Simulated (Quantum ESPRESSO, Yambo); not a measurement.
# A GW chain in Yambo: SiC (Moissanite), part 2 of 3

Aim: the G0W0 gap of SiC (Moissanite) on PBE, step by step.

Quantum ESPRESSO 7.5 and Yambo 5.3.0; PBE and many-body steps on it, plane waves. Known limits of the many-body steps: not at the basis limit; coarse k mesh.

So far. Step 2 (Ground state): The gap is indirect, with the least direct gap 1.75 eV higher. Step 3 (Bands along the symmetry lines): The gap is 2.329 eV, as in the run before at this level.

## (4) Empty states on the mesh, 3×3×4 mesh, 101 bands

Level of this step: DFT, PBE, plane waves, norm-conserving pseudopotentials (Quantum ESPRESSO).

The sums over transitions need many empty states on a uniform mesh; this step solves for them.

Contents of pw.in:

```
&control
  calculation = 'nscf'
  prefix = 'x'
  outdir = 'o'
  pseudo_dir = 'pseudo'
/
&system
  ibrav = 0
  nat = 4
  ntyp = 2
  ecutwfc = 74.0
  nbnd = 101
  force_symmorphic = .true.
/
&electrons
  conv_thr = 1e-9
  electron_maxstep = 80
  diago_full_acc = .true.
  diago_thr_init = 5e-6
/
ATOMIC_SPECIES
  Si 28.085 Si.upf
  C 12.011 C.upf
CELL_PARAMETERS angstrom
  3.0760000000 0.0000000000 0.0000000000
  -1.5380000000 2.6638941420 0.0000000000
  0.0000000000 0.0000000000 5.0480000000
ATOMIC_POSITIONS crystal
  Si 0.3333333333 0.6666666667 0.0000000000
  Si 0.6666666667 0.3333333333 0.5000000000
  C 0.3333333333 0.6666666667 0.3850000000
  C 0.6666666667 0.3333333333 0.8850000000
K_POINTS automatic
  3 3 4 0 0 0
```

Started as:

```sh
$ OMP_NUM_THREADS=1 mpirun -n 8 pw.x -nk 4 -in pw.in > pw.out
```

The program printed:

```text
[banner, memory and clock lines left out]
Program PWSCF v.7.5 starts

     Atomic positions and unit cell read from directory:
     o/x.save/

     Message from routine setup:
     using ibrav=0 with symmetry is DISCOURAGED, use correct ibrav instead

     bravais-lattice index     =            0
     lattice parameter (alat)  =       5.8128  a.u.
     unit-cell volume          =     279.1382 (a.u.)^3
     number of atoms/cell      =            4
     number of atomic types    =            2
     number of electrons       =        16.00
     number of Kohn-Sham states=          101
     kinetic-energy cutoff     =      74.0000  Ry
     charge density cutoff     =     296.0000  Ry
     Exchange-correlation= PBE
                           (   1   4   3   4   0   0   0)

     celldm(1)=   5.812798  celldm(2)=   0.000000  celldm(3)=   0.000000
     celldm(4)=   0.000000  celldm(5)=   0.000000  celldm(6)=   0.000000

     crystal axes: (cart. coord. in units of alat)
               a(1) = (   1.000000   0.000000   0.000000 )
               a(2) = (  -0.500000   0.866025   0.000000 )
               a(3) = (   0.000000   0.000000   1.641092 )

     reciprocal axes: (cart. coord. in units 2 pi/alat)
               b(1) = (  1.000000  0.577350 -0.000000 )
               b(2) = (  0.000000  1.154701  0.000000 )
               b(3) = (  0.000000 -0.000000  0.609350 )
     Pseudo is Norm-conserving + core correction, Zval =  4.0
     Generated using ONCVPSP code by D. R. Hamann
     Using radial grid of 1510 points,  6 beta functions with:
     Pseudo is Norm-conserving + core correction, Zval =  4.0
     Generated using ONCVPSP code by D. R. Hamann
     Using radial grid of 1248 points,  4 beta functions with:
     Si                4.00    28.08500     Si( 1.00)
     C                 4.00    12.01100     C ( 1.00)

      6 Sym. Ops. (no inversion) found

   Cartesian axes

     site n.     atom                  positions (alat units)
         1        Si     tau(   1) = (  -0.0000000   0.5773503   0.0000000  )
         2        Si     tau(   2) = (   0.5000000   0.2886751   0.8205462  )
         3        C      tau(   3) = (  -0.0000000   0.5773503   0.6318205  )
         4        C      tau(   4) = (   0.5000000   0.2886751   1.4523667  )

     number of k points=    10
                       cart. coord. in units 2pi/alat
        k(    1) = (   0.0000000   0.0000000   0.0000000), wk =   0.0555556
        k(    2) = (   0.0000000   0.0000000   0.1523376), wk =   0.1111111
        k(    3) = (   0.0000000   0.0000000  -0.3046751), wk =   0.0555556
[...]
k(    9) = (   0.3333333   0.5773503  -0.3046751), wk =   0.1111111
        k(   10) = (   0.0000000  -0.3849002   0.1523376), wk =   0.3333333

     Dense  grid:    23969 G-vectors     FFT dimensions: (  32,  32,  54)

     The potential is recalculated from file :
     o/x.save/charge-density

     Starting wfcs are   16 randomized atomic wfcs +   85 random wfcs

     Band Structure Calculation

     End of band structure calculation

          k = 0.0000 0.0000 0.0000 (  2997 PWs)   bands (ev):

    -5.9300  -2.4275   1.0996   8.2435   8.2435   9.5260   9.5260   9.8010
    14.4205  15.8195  16.3100  16.3100  17.3509  18.5045  18.5045  21.1374
    21.1963  21.1963  22.3768  24.8476  24.8476  26.3747  27.0931  30.1025
[...]
87.8317  89.0731  89.0731  89.6732  90.8850

          k = 0.0000 0.0000 0.1523 (  2966 PWs)   bands (ev):

[...]
89.1568  89.1568  90.6078  90.6360  92.1451

          k = 0.0000 0.0000-0.3047 (  2978 PWs)   bands (ev):

[...]
82.4668  82.4668  82.4668  82.4668  83.3143  83.3143  84.8447  84.8447
    84.8447  84.8447  88.8167  88.8167  88.8167  88.8167  89.7260  89.7260
    89.7260  89.7260  89.9220  89.9220  92.5568

          k = 0.0000 0.3849 0.0000 (  3004 PWs)   bands (ev):

     [... further k-points ...]

     highest occupied, lowest unoccupied level (ev):     9.8010   12.1304

     XML data file, pseudopotentials, collected wavefunctions
```

Run time: 2.6 s. Hardware: 8 MPI ranks of Intel Xeon 6975P-C (Granite Rapids), shared host; peak memory 0.43 GiB.

This step gave:

```yaml
gap: 2.329 eV
k_of_the_valence_top: 0, 0, 0
k_of_the_conduction_bottom: 0.3333, 0.3333, 0
least_direct_gap: 4.403 eV
k_points_computed: 10
lowest_point_of_the_top_converged_band_above_the_valence_top: 81.0840 eV
```

On this mesh the gap is 2.329 eV.

## (5) Conversion and set-up

This step: Yambo 5.3.0; conversion and set-up on PBE, plane waves, norm-conserving pseudopotentials.

The states are converted to the many-body program's format and the q mesh is built.

Started as:

```sh
$ (cd o/x.save; p2y > p2y.log; mv SAVE ../..); yambo > setup.log
```

The program printed:

```text
 Yambo, version 5.3.0

 [02] CORE Variables Setup
 =========================

  [02.01] Unit cells
  ==================

  Cell kind             :  HCP
  Atoms in the cell     :  Si  C
  number of Si atoms    :  2
  number of C  atoms    :  2

  List of atomic masses
  Mass of Si    :  28.08500
  Mass of C     :  12.01100

  List of atomic coordinates    : [cc]
  Si1       : -0.29064E-09   3.3560       0.0000      order 1
  Si2       :  2.906399  1.678010  4.769669  order 2
  C1       : -0.29064E-09   3.3560       3.6726      order 3
  C2       :  2.906399  1.678010  8.442314  order 4

  Alat factors          :  5.812798  5.034030  9.539337 [a.u.]
  Direct lattice volume :  279.1382 [a.u.]
  Direct lattice vectors:  A[ 1 ]  A[ 2 ]  A[ 3 ]
   A[ 1 ]:  1.000000  0.000000  0.000000  [iru]
   5.812798  0.000000  0.000000  [cc]
   A[ 2 ]: -0.500000  1.000000  0.000000  [iru]
  -2.906399  5.034030  0.000000  [cc]
   A[ 3 ]:  0.000000  0.000000  1.000000  [iru]
   0.000000  0.000000  9.539337  [cc]

  Recip. lattice volume :  0.888629 [a.u.]
  Recip. lattice vectors:  B[ 1 ]  B[ 2 ]  B[ 3 ]
   B[ 1 ]:  1.000000  0.500000  0.000000  [iku]
   1.080923  0.624071 -0.000000  [cc]
   B[ 2 ]:  0.000000  1.000000  0.000000  [iku]
   0.000000  1.248142  0.000000  [cc]
   B[ 3 ]:  0.000000  0.000000  1.000000  [iku]
   0.000000 -0.000000  0.658661  [cc]

  [02.02] Symmetries
  ==================

  Inversion symmetry    : yes
  Spatial inversion     : no
  Inversion index       :   7
  K-space Time-reversal : yes
  Magnetic symmetries   : no
  Time-reversal derived K-space symmetries:   7  12
  Group table correct   : yes
  Symmetries units      :  [cc]

   [S  1]:   1.0000       0.0000       0.0000      0.27357E-16   1.0000       0.0000       0.0000       0.0000       1.0000
   [S  2]: -0.500000  0.866025  0.000000 -0.866025 -0.500000  0.000000  0.000000  0.000000  1.000000
   [S  3]: -0.500000 -0.866025  0.000000  0.866025 -0.500000  0.000000  0.000000  0.000000  1.000000
   [S  4]:  -1.0000       0.0000       0.0000     -0.20379E-15   1.0000       0.0000       0.0000       0.0000       1.0000
   [S  5]:  0.500000  0.866025  0.000000  0.866025 -0.500000  0.000000  0.000000  0.000000  1.000000
   [S  6]:  0.500000 -0.866025  0.000000 -0.866025 -0.500000  0.000000  0.000000  0.000000  1.000000
   [S* 7]:  -1.0000      -0.0000      -0.0000     -0.27357E-16  -1.0000      -0.0000      -0.0000      -0.0000      -1.0000
   [S* 8]:  0.500000 -0.866025 -0.000000  0.866025  0.500000 -0.000000 -0.000000 -0.000000 -1.000000
   [S* 9]:  0.500000  0.866025 -0.000000 -0.866025  0.500000 -0.000000 -0.000000 -0.000000 -1.000000
   [S*10]:   1.0000      -0.0000      -0.0000      0.20379E-15  -1.0000      -0.0000      -0.0000      -0.0000      -1.0000
   [S*11]: -0.500000 -0.866025 -0.000000 -0.866025  0.500000 -0.000000 -0.000000 -0.000000 -1.000000
[...]
K_min[ 3 ] :  0.33333     -0.51221E-11   0.0000     [rlu]
  Grid dimensions      :   4   3   3
  K lattice UC volume  :  0.024684 [a.u.]

  IBZ K-points                                      :  10
  BZ  K-points                                      :   36

  K/Q-points units:
  rlu = crystal or reduced units; cc = cartesian coordinates; iku = interal k-units

  K [ 1]         [rlu]:  0.000000  0.000000  0.000000
         WF components:  2997
  K [ 2]         [rlu]:  0.000000  0.000000  0.250000
         WF components:  2966
  K [ 3]         [rlu]:  0.000000  0.000000 -0.500000
         WF components:  2978
[...]
K [ 8]         [rlu]:  0.333333  0.333333  0.250000
[...]
K [ 9]         [rlu]:  0.333333  0.333333 -0.500000
         WF components:  3018
  K [10]         [rlu]:  0.000000 -0.333333  0.250000
         WF components:  2997

  [02.05] Energies & Occupations
  ==============================

  [X] === General ===
  [X] Electronic Temperature                        :  0.000000  0.000000 [eV K]
  [X] Bosonic    Temperature                        :  0.000000  0.000000 [eV K]
  [X] Finite Temperature mode                       : no
  [X] El. density                                   :  0.38681E+24 [cm-3]
  [X] Fermi Level                                   :  9.800985 [eV]

  [X] === Gaps and Widths ===
  [X] Conduction Band Min                           :  2.329375 [eV]
  [X] Valence Band Max                              :  0.000000 [eV]
  [X] Filled Bands                                  :   8
  [X] Empty Bands                                   :    9  101
  [X] Direct Gap                                    :  4.402923 [eV]
  [X] Direct Gap localized at k                     :   4
  [X] Indirect Gap                                  :  2.329375 [eV]
  [X] Indirect Gap between kpts                     :   1   7
  [X] Last valence band width                       :  4.041689 [eV]
  [X] 1st conduction band width                     :  3.376941 [eV]

  E @ K [ 1]:  [eV]
  -15.73099 -12.22853  -8.70144  -1.55748  -1.55748  -0.27503  -0.27503   0.00000
[...]
occ @ K [ 1]
[...]
E @ K [ 2]:  [eV]
[...]
occ @ K [ 2]
[...]
E @ K [ 3]:  [eV]
[...]
occ @ K [ 3]
[...]
E @ K [ 8]:  [eV]
[...]
occ @ K [ 8]
[...]
E @ K [ 9]:  [eV]
[...]
occ @ K [ 9]
[...]
E @ K [10]:  [eV]
[...]
occ @ K [10]
   2.000000  2.000000  2.000000  2.000000  2.000000  2.000000  2.000000  2.000000
   0.000000  0.000000  0.000000  0.000000  0.000000  0.000000  0.000000  0.000000

 [03] Transferred momenta grid and indexing
 ==========================================

 IBZ Q-points                                      :  10
 BZ  Q-points                                      :   36

 K/Q-points units:
 rlu = crystal or reduced units; cc = cartesian coordinates; iku = interal k-units

 Q [ 1]         [rlu]:  0.000000  0.000000  0.000000
 Q [ 2]         [rlu]:  0.000000  0.000000  0.250000
 Q [ 3]         [rlu]:  0.000000  0.000000 -0.500000
[...]
Q [ 8]         [rlu]:  0.333333  0.333333  0.250000
 Q [ 9]         [rlu]:  0.333333  0.333333 -0.500000
 Q [10]         [rlu]: -0.10530E-16 -0.33333      0.25000

  [03.01] X indexes
  =================

   [03.01.01] Sigma indexes
   ========================

 [06] Game Over & Game summary
```

Wall time 2.3 s (1 MPI rank); peak memory 0.23 GiB.

[end of part 2 of 3]

[Paths, hosts, dates, memory and timing lines, banners, echoed tables and standing remarks are left out of the program output.]

[Logs are printed without paths, hosts, clocks, repeated set-up lines and the standing remarks that a program may print on its own settings, such as how far it seeks lower states.]

[Runs of the session that timed out or met a known fault of the program may be left out.]

[Hosts, paths, dates, database ids (printed as entryN), source tags and the programs' standing remarks are cut or masked in the printed files.]
